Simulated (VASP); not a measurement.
# TaC (Fm-3m) in VASP: settings compared, part 2 of 2

VASP 6.6.1. The steps go on from the part before.

**3. Relaxation of cell and atoms, LDA**

This run uses another cell than the first one, of 10.80 Å³/atom, 0.983 times its volume.

The input, INCAR:

```
SYSTEM = TaC
PREC     = Accurate       ! precision mode
ENCUT    = 600            ! plane-wave cutoff, eV
EDIFF    = 1E-7           ! SCF threshold, eV
ISMEAR   = 1              ! smearing method
SIGMA    = 0.1            ! smearing width, eV
LREAL    = .False.        ! projectors in reciprocal space
LASPH    = .True.         ! aspherical terms in the spheres
NELM     = 80             ! most SCF steps
ALGO     = Normal         ! electronic algorithm
ISIF     = 3              ! what is computed and relaxed
LWAVE    = .False.        ! write WAVECAR
LCHARG   = .False.        ! write CHGCAR
IBRION   = 2              ! ionic algorithm
NSW      = 90             ! ionic steps
EDIFFG   = -0.005         ! ionic threshold
```

The input, KPOINTS:

```
Automatic mesh
0
Gamma
  14 14 14
  0 0 0
```

The input, POSCAR:

```
TaC                                     
1.0
    0.0000000000      2.2106509259      2.2106509259
    2.2106509259     -0.0000000000      2.2106509259
    2.2106509259      2.2106509259      0.0000000000
  Ta              C             
     1     1
Direct
     0.0000000000000000    0.0000000000000000    0.0000000000000000
     0.5000000000000000    0.5000000000000000    0.5000000000000000
```

Potentials or basis: VASP PAW LDA potentials, release 64 (Ta_pv, C).

On the command line:

```sh
cat potpaw_LDA.64/Ta_pv/POTCAR potpaw_LDA.64/C/POTCAR > POTCAR
mpirun -np 1 vasp_std > vasp.out
```

OUTCAR:

```text
SYSTEM = TaC
   PREC = Accurate
   ENCUT = 600
   EDIFF = 1E-7
   ISMEAR = 1
   LREAL = .False.
   LASPH = .True.
   NELM = 80
   ISIF = 3
   IBRION = 2
   NSW = 90
   EDIFFG = -0.005

 ion  position               nearest neighbor table
   1  0.000  0.000  0.000-   2 2.21   2 2.21   2 2.21   2 2.21   2 2.21   2 2.21
   2  0.500  0.500  0.500-   1 2.21   1 2.21   1 2.21   1 2.21   1 2.21   1 2.21

  LATTYP: Found a face centered cubic cell.
 ALAT       =     4.4213018518

  Lattice vectors:

 A1 = (   0.0000000000,   2.2106509259,   2.2106509259)
 A2 = (   2.2106509259,   0.0000000000,   2.2106509259)
 A3 = (   2.2106509259,   2.2106509259,   0.0000000000)

Analysis of symmetry for initial positions (statically):
=====================================================================
 Subroutine PRICEL returns:
 Original cell was already a primitive cell.

 Routine SETGRP: Setting up the symmetry group for a
 face centered cubic supercell.

 Subroutine GETGRP returns: Found 48 space group operations
 (whereof 48 operations were pure point group operations)
 out of a pool of 48 trial point group operations.

The static configuration has the point symmetry O_h .

Analysis of symmetry for dynamics (positions and initial velocities):
=====================================================================
 Subroutine PRICEL returns:
 Original cell was already a primitive cell.

 Routine SETGRP: Setting up the symmetry group for a
 face centered cubic supercell.

 Subroutine GETGRP returns: Found 48 space group operations
 (whereof 48 operations were pure point group operations)
 out of a pool of 48 trial point group operations.

The dynamic configuration has the point symmetry O_h .

 Subroutine INISYM returns: Found 48 space group operations
 (whereof 48 operations are pure point group operations),
 and found     1 'primitive' translations

----------------------------------------------------------------------------------------

[... 137 lines left out ...]
  ---------------------------------------------------
  ext. energy  EPLUGINS =         0.00000000
  ---------------------------------------------------
  free energy    TOTEN  =       -24.28663105 eV

  energy without entropy =      -24.28660559  energy(sigma->0) =      -24.28662256

------------------------ aborting loop because EDIFF is reached ----------------------------------------

  FORCE on cell =-STRESS in cart. coord.  units (eV):
  Direction    XX          YY          ZZ          XY          YZ          ZX
  --------------------------------------------------------------------------------------
  -------------------------------------------------------------------------------------
  Total       -0.0117494     -0.0117494     -0.0117494     -0.0000000      0.0000000     -0.0000000
  in kB       -0.8712341     -0.8712341     -0.8712341     -0.0000000      0.0000000     -0.0000000
  external PRESSURE =      -0.8712341 kB  Pullay stress =       0.0000000 kB
[... 59 lines left out ...]
--------------------------------------- Ionic step        3  -------------------------------------------

 number of electron      14.9999999 magnetization

 Free energy of the ion-electron system (eV)
  ---------------------------------------------------
  ext. energy  EPLUGINS =         0.00000000
  ---------------------------------------------------
  free energy    TOTEN  =       -24.28663246 eV

  energy without entropy =      -24.28660723  energy(sigma->0) =      -24.28662405

 E-fermi :   8.6328     XC(G=0): -13.4979

 val. band max:        8.5932788438   @ k =   0.5000   0.2143   0.0000
 cond. band min:       8.6461957216   @ k =   0.1429   0.0714   0.0000
 fundamental gap:      0.0529168778
 Fermi energy:         8.6328493003

 k-point     1 :       0.0000    0.0000    0.0000
  band No.  band energies     occupation
      1     -26.2339      2.00000
      2     -26.2339      2.00000
      3     -26.2339      2.00000
      4      -6.2453      2.00000
      5       7.1356      2.00000
      6       7.1356      2.00000
      7       7.1356      2.00000
      8       8.0870      2.00000
      9       8.0870      2.00000
     10       8.0870      2.00000
     11       9.1981     -0.00000
[... 309 lines left out ...]
 k-point    24 :       0.2857    0.1429    0.0000
  band No.  band energies     occupation
      1     -26.6327      2.00000
      2     -26.3352      2.00000
      3     -26.3221      2.00000
      4      -4.4152      2.00000
      5       2.7053      2.00000
      6       4.4617      2.00000
      7       5.1688      2.00000
      8       7.2902      2.00000
      9      10.0878     -0.00000
     10      10.9427      0.00000
     11      12.6729      0.00000

 [... further k-points ...]

------------------------ aborting loop because EDIFF is reached ----------------------------------------

  FORCE on cell =-STRESS in cart. coord.  units (eV):
  Direction    XX          YY          ZZ          XY          YZ          ZX
  --------------------------------------------------------------------------------------
  -------------------------------------------------------------------------------------
  Total        0.0004369      0.0004369      0.0004369      0.0000000     -0.0000000      0.0000000
  in kB        0.0324036      0.0324036      0.0324036      0.0000000     -0.0000000      0.0000000
  external PRESSURE =       0.0324036 kB  Pullay stress =       0.0000000 kB
[... 17 lines left out ...]
  FREE ENERGIE OF THE ION-ELECTRON SYSTEM (eV)
  ---------------------------------------------------
  free  energy   TOTEN  =       -24.2866324634 eV

  energy  without entropy=      -24.2866072328  energy(sigma->0) =      -24.28662405

 reached required accuracy - stopping structural energy minimisation
```

OSZICAR:

```text
N       E                     dE             d eps       ncg     rms          rms(c)
DAV:   1     0.846163499344E+02    0.84616E+02   -0.89426E+03  2288   0.150E+03
DAV:   2    -0.244258135286E+02   -0.10904E+03   -0.10510E+03  2606   0.342E+02
[... 18 lines left out ...]
   2 F= -.24286624E+02 E0= -.24286616E+02  d E =0.747277E-05
       N       E                     dE             d eps       ncg     rms          rms(c)
DAV:   1    -0.242866547562E+02   -0.31208E-04   -0.78064E-04  2303   0.405E-01    0.544E-02
DAV:   2    -0.242866371095E+02    0.17647E-04   -0.27005E-05  2345   0.687E-02    0.197E-02
DAV:   3    -0.242866326485E+02    0.44610E-05   -0.89979E-06  2429   0.345E-02    0.280E-03
DAV:   4    -0.242866324521E+02    0.19635E-06   -0.58486E-07  2669   0.962E-03    0.261E-03
DAV:   5    -0.242866324634E+02   -0.11220E-07   -0.43071E-08  1213   0.221E-03
   3 F= -.24286632E+02 E0= -.24286624E+02  d E =-.141836E-05
```

Run time: 27 s. Hardware: 1 thread of Intel Xeon 6975P-C (Granite Rapids), shared host; peak memory 0.17 GiB.

Results:

```
Free energy                            : -24.2866 eV
Relaxed volume                         : 10.80 Å³/atom
Relaxed cell                           : a = 3.126 Å, b = 3.126 Å, c = 3.126 Å, α = 60.00°, β = 60.00°, γ = 60.00°
Space group after relaxing (to 0.05 Å) : Fm-3m (No. 225)
Energy gained by relaxing              : 0.0 meV/atom
Ionic steps                            : 3
Pressure after relaxing                : 0.0 GPa
Band gap on the k mesh                 : none (metal or under the smearing width)
```

Final structure:
```
CELL_PARAMETERS angstrom
0.00000 2.21047 2.21047
2.21047 0.00000 2.21047
2.21047 2.21047 0.00000
ATOMIC_POSITIONS crystal
Ta 0.00000 0.00000 0.00000
C 0.50000 0.50000 0.50000
```

Levels at points of the mesh, in eV from the Fermi level:
```
           k point  band 4  band 5  band 6  band 7  band 8  band 9  band 10  band 11
(0.00, 0.00, 0.00)  -14.88   -1.50   -1.50   -1.50   -0.55   -0.55    -0.55     0.57
(0.50, 0.00, 0.00)  -10.19   -8.93   -5.69   -5.69    2.69    2.69     3.71     5.51
(0.50, 0.50, 0.00)  -12.77   -4.78   -4.60   -1.79   -1.79    2.59     4.11     4.11
```

Spin-orbit coupling is left out, which matters for the levels of Ta.

**4. Relaxation of cell and atoms, PBE, target pressure 19.7 GPa, at which the enthalpy is minimised**

The input, INCAR:

```
SYSTEM = TaC
ALGO     = Normal         ! electronic algorithm
EDIFF    = 1E-6           ! SCF threshold, eV
EDIFFG   = -0.01          ! ionic threshold
ENCUT    = 600            ! plane-wave cutoff, eV
GGA      = PE             ! functional
IBRION   = 2              ! ionic algorithm
ISIF     = 3              ! what is computed and relaxed
ISMEAR   = 1              ! smearing method
LASPH    = .True.         ! aspherical terms in the spheres
LCHARG   = .False.        ! write CHGCAR
LREAL    = .False.        ! projectors in reciprocal space
LWAVE    = .False.        ! write WAVECAR
NELM     = 80             ! most SCF steps
NSW      = 90             ! ionic steps
PREC     = Accurate       ! precision mode
PSTRESS  = 197.0        
SIGMA    = 0.1            ! smearing width, eV
```

The input, KPOINTS:

```
k-points
0
Gamma
  14 14 14
  0 0 0
```

The input, POSCAR:

```
TaC
1.0
    0.0000000000      2.2230000000      2.2230000000
    2.2230000000      0.0000000000      2.2230000000
    2.2230000000      2.2230000000      0.0000000000
Ta C
1 1
Direct
    0.0000000000      0.0000000000      0.0000000000
    0.5000000000      0.5000000000      0.5000000000
```

Potentials or basis: VASP PAW PBE potentials, release 64 (Ta_pv, C).

On the command line:

```sh
cat potpaw_PBE.64/Ta_pv/POTCAR potpaw_PBE.64/C/POTCAR > POTCAR
mpirun -np 1 vasp_std > vasp.out
```

OUTCAR:

```text
SYSTEM = TaC
   EDIFF = 1E-6
   EDIFFG = -0.01
   ENCUT = 600
   GGA = PE
   IBRION = 2
   ISIF = 3
   ISMEAR = 1
   LASPH = .True.
   LREAL = .False.
   NELM = 80
   NSW = 90
   PREC = Accurate
   PSTRESS = 197.0

 ion  position               nearest neighbor table
   1  0.000  0.000  0.000-   2 2.22   2 2.22   2 2.22   2 2.22   2 2.22   2 2.22
   2  0.500  0.500  0.500-   1 2.22   1 2.22   1 2.22   1 2.22   1 2.22   1 2.22

  LATTYP: Found a face centered cubic cell.
 ALAT       =     4.4460000000

  Lattice vectors:

 A1 = (   0.0000000000,   2.2230000000,   2.2230000000)
 A2 = (   2.2230000000,   0.0000000000,   2.2230000000)
 A3 = (   2.2230000000,   2.2230000000,   0.0000000000)

Analysis of symmetry for initial positions (statically):
=====================================================================
 Subroutine PRICEL returns:
 Original cell was already a primitive cell.

 Routine SETGRP: Setting up the symmetry group for a
 face centered cubic supercell.

 Subroutine GETGRP returns: Found 48 space group operations
 (whereof 48 operations were pure point group operations)
 out of a pool of 48 trial point group operations.

The static configuration has the point symmetry O_h .

Analysis of symmetry for dynamics (positions and initial velocities):
=====================================================================
 Subroutine PRICEL returns:
 Original cell was already a primitive cell.
[... 272 lines left out ...]

 number of electron      15.0000000 magnetization

 Free energy of the ion-electron system (eV)
  ---------------------------------------------------
  ext. energy  EPLUGINS =         0.00000000
  ---------------------------------------------------
  free energy    TOTEN  =       -22.12902966 eV

  energy without entropy =      -22.12861774  energy(sigma->0) =      -22.12889236

 E-fermi :   8.8945     XC(G=0): -13.4069

 val. band max:        8.8684966309   @ k =  -0.2143   0.1429   0.0000
 cond. band min:       8.9210934338   @ k =   0.1429   0.0714   0.0000
 fundamental gap:      0.0525968029
 Fermi energy:         8.8945246766

 k-point     1 :       0.0000    0.0000    0.0000
  band No.  band energies     occupation
      1     -26.1492      2.00000
      2     -26.1492      2.00000
      3     -26.1492      2.00000
      4      -6.3047      2.00000
      5       7.3904      2.00000
      6       7.3904      2.00000
      7       7.3904      2.00000
      8       8.2774      2.00000
      9       8.2774      2.00000
     10       8.2774      2.00000
     11       9.4961     -0.00000
[... 309 lines left out ...]
 k-point    24 :       0.2857    0.1429    0.0000
  band No.  band energies     occupation
      1     -26.5632      2.00000
      2     -26.2537      2.00000
      3     -26.2402      2.00000
      4      -4.4560      2.00000
      5       2.8275      2.00000
      6       4.6242      2.00000
      7       5.3440      2.00000
      8       7.5208      2.00000
      9      10.4091     -0.00000
     10      11.2504      0.00000
     11      13.0116      0.00000

 [... further k-points ...]

------------------------ aborting loop because EDIFF is reached ----------------------------------------

  FORCE on cell =-STRESS in cart. coord.  units (eV):
  Direction    XX          YY          ZZ          XY          YZ          ZX
  --------------------------------------------------------------------------------------
  -------------------------------------------------------------------------------------
  Total        2.6063827      2.6063827      2.6063827      0.0000000      0.0000000      0.0000000
  in kB      196.3158554    196.3158554    196.3158554      0.0000000      0.0000000      0.0000000
  external PRESSURE =      -0.6841446 kB  Pullay stress =     197.0000000 kB
[... 21 lines left out ...]
  energy  without entropy=      -22.1286177400  energy(sigma->0) =      -22.12889236

  enthalpy is  TOTEN    =       -19.5135639552 eV   P V=        2.6154657088

 reached required accuracy - stopping structural energy minimisation
```

OSZICAR:

```text
N       E                     dE             d eps       ncg     rms          rms(c)
DAV:   1     0.862426335793E+02    0.86243E+02   -0.90018E+03  2288   0.149E+03
DAV:   2    -0.217787927891E+02   -0.10802E+03   -0.10375E+03  2665   0.341E+02
DAV:   3    -0.256026486541E+02   -0.38239E+01   -0.37435E+01  2881   0.550E+01
DAV:   4    -0.256641669462E+02   -0.61518E-01   -0.61159E-01  2676   0.646E+00
[... 29 lines left out ...]
       N       E                     dE             d eps       ncg     rms          rms(c)
DAV:   1    -0.221290942421E+02    0.26762E-02   -0.23376E-03  2315   0.706E-01    0.995E-02
DAV:   2    -0.221290423332E+02    0.51909E-04   -0.78104E-05  2351   0.118E-01    0.370E-02
DAV:   3    -0.221290297602E+02    0.12573E-04   -0.26280E-05  2441   0.594E-02    0.512E-03
DAV:   4    -0.221290296640E+02    0.96222E-07   -0.17031E-06  1609   0.167E-02
   4 F= -.19513564E+02 E0= -.19513427E+02  d E =-.277922E-01
```

CONTCAR:

```text
TaC
   1.00000000000000
    -0.0000000000000000    2.1991480294479331    2.1991480294479331
     2.1991480294479331    0.0000000000000000    2.1991480294479331
     2.1991480294479331    2.1991480294479331    0.0000000000000000
  Ta              C
     1     1
Direct
     1.0000000000000000    1.0000000000000000    1.0000000000000000
     0.5000000000000000    0.5000000000000000    0.5000000000000000

  0.00000000E+00  0.00000000E+00  0.00000000E+00
  0.00000000E+00  0.00000000E+00  0.00000000E+00
```

It took 50 s on 1 thread of AMD EPYC 9R45 (Zen 5), shared host; peak memory 0.17 GiB.

Results:

```yaml
Free_energy: -22.1290 eV
Relaxed_volume: 10.64 Å³/atom
Relaxed_cell: a = 3.110 Å, b = 3.110 Å, c = 3.110 Å, α = 60.00°, β = 60.00°, γ = 60.00°
Space_group_after_relaxing_to_0.05_Å: Fm-3m (No. 225)
Energy_change_on_relaxing_the_enthalpy_is_what_falls: +29.1 meV/atom
Ionic_steps: 4
Pressure_after_relaxing: 19.6 GPa
Band_gap_on_the_k_mesh: none (metal or under the smearing width)
```

Step by step:
```
step  energy change (eV)  largest force (eV/Å)  pressure (GPa)  volume (Å³)
   1              0.0000                0.0000            7.38        21.97
   2              0.5327                0.0000           64.63        19.39
   3              0.0555                0.0000           19.22        21.29
   4              0.0582                0.0000           19.63        21.27
```

Final structure:
```
Ta C
1.0
     0.00000    2.19915    2.19915
     2.19915    0.00000    2.19915
     2.19915    2.19915    0.00000
Ta C
1 1
Cartesian
  4.3983 4.3983 4.3983
  2.1991 2.1991 2.1991
```

Levels at points of the mesh, in eV from the Fermi level:
```tsv
k point	band 6	band 7	band 8	band 9	band 10	band 11
(0.00, 0.00, 0.00)	-1.50	-1.50	-0.62	-0.62	-0.62	0.60
(0.50, 0.00, 0.00)	-5.81	-5.81	2.79	2.79	3.82	5.43
(0.50, 0.50, 0.00)	-4.74	-1.89	-1.89	2.68	4.25	4.25
```

Caveat: the cell is relaxed towards a set pressure, so the enthalpy falls and the energy may rise.
